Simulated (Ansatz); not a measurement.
We consider tetradymite Sb2Te3, described by PBE-D3(BJ) (PAW; Ansatz, a program for electronic structure).

Numerical settings: plane-wave cutoff 520 eV, 10×10×10 k mesh, Fermi–Dirac smearing 0.01 eV, scalar-relativistic PAW data made under PBE.

The volume scan:

```json
[
 {"V (Å³/atom)": "30.234", "E − E_lowest (meV/atom)": "6.96"},
 {"V (Å³/atom)": "30.863", "E − E_lowest (meV/atom)": "1.61"},
 {"V (Å³/atom)": "31.493", "E − E_lowest (meV/atom)": "0.00"},
 {"V (Å³/atom)": "32.123", "E − E_lowest (meV/atom)": "1.52"},
 {"V (Å³/atom)": "32.753", "E − E_lowest (meV/atom)": "5.53"}
]
```

Task: What bulk modulus B0 and pressure derivative B′ does a third-order Birch–Murnaghan fit give?

Result: V0 = 31.483 Å³/atom, B0 = 39.4 GPa, B′ = 8.9 (fit to the energies at full precision).

Shape and atoms are relaxed at each volume.

Measured, for comparison: bulk modulus 36.1 ± 0.9 GPa (temperature not stated, not corrected to a static lattice; as tabulated in Sans et al. (2019), arXiv:1907.08317). Computed (rounded) less measured: bulk modulus +9 %. A static lattice is as a rule a little smaller and stiffer than an uncorrected measurement, which narrows the difference in the bulk modulus and would widen misses of the other sign.

Note: the bulk modulus comes from volumes at which shape and atoms were relaxed.

Spin–orbit coupling is not included.

The computed numbers hold no vibrational or temperature effects.
